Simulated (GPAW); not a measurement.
LiH:

```
CELL_PARAMETERS angstrom
0.00000 2.03675 2.03675
2.03675 0.00000 2.03675
2.03675 2.03675 0.00000
ATOMIC_POSITIONS crystal
Li 0.00000 0.00000 0.00000
H 0.50000 0.50000 0.50000
```

Base run:

| Item | Value |
| --- | --- |
| Program | GPAW 26.7.0 |
| Functional | PBEsol |
| Potentials or basis | PAW data sets generated in the run's folder for this functional |
| Cutoff | 800 eV |
| Basis | pw |
| k mesh | 11 × 11 × 11 |
| Occupations | fermi-dirac, width 0.05 eV |
| Spin | no spin polarisation |

Its results: band gap on the k mesh 2.98 eV, direct; pressure -2.2 GPa.

Task: The run is repeated on the same cell with these changes: functional from PBEsol to LDA; potentials or basis from PAW data sets generated in the run's folder for this functional to the program's PAW data sets (release 1.2.1) made for this functional. What comes out?

Result: Band gap on the k mesh 2.83 eV, direct; pressure -3.4 GPa.

Caveats: the mesh misses the band edges, which the band path finds closer together.
